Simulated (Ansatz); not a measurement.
The system is Te2Mo.

```
Te Mo
1.0
     3.51820    0.00000    0.00000
    -1.75910    3.04685    0.00000
     0.00000    0.00000   13.97360
Te Mo
4 2
Direct
  0.66667 0.33333 0.37900
  0.33333 0.66667 0.87900
  0.66667 0.33333 0.12100
  0.33333 0.66667 0.62100
  0.66667 0.33333 0.75000
  0.33333 0.66667 0.25000
```

Base run:

```yaml
Program: Ansatz 0.2.0
Functional: PBEsol
Potentials_or_basis: Ansatz PAW
Cutoff: 420 eV
Density_cutoff: 1680 eV
k_mesh: 9 × 9 × 2
Occupations: fermi-dirac, width 0.05 eV
Spin: no spin polarisation
```

Its results: band gap on the k mesh 0.76 eV, indirect (least direct gap 1.04 eV); pressure -1.1 GPa; largest force 0.090 eV/Å.

After a change of settings the same cell gave: band gap on the k mesh 0.81 eV, indirect (least direct gap 1.04 eV); pressure 4.9 GPa; largest force 0.259 eV/Å. Which change was it?
A. functional from PBEsol to BPBE
B. functional from PBEsol to r2SCAN; cutoff from 420 eV to 500 eV; density cutoff from 1680 eV to 2000 eV; hubbard terms from none to Mo d U = 7 eV; hubbard projectors from none to ortho-atomic (the default)
C. functional from PBEsol to RPBE
D. functional from PBEsol to PBE; potentials or basis from Ansatz PAW to Ansatz PAW polarizable

C.

RPBE binds less tightly than PBEsol, so the same cell stands under more pressure.

Caveats: the k mesh misses the band edges, so the gap on the mesh is wider than the one along the path; spin-orbit coupling is left out, which moves the levels of the heavy elements; this functional lacks dispersion, which binds the layers, so the pressure and a relaxed spacing across them are unreliable; the PAW data sets come from PBE, with cores solved anew for the run's functional, which leaves a small shift of forces and pressure; the potentials were made for another functional, which shifts forces and pressure (some runs).

Not every run made on this cell is shown here.
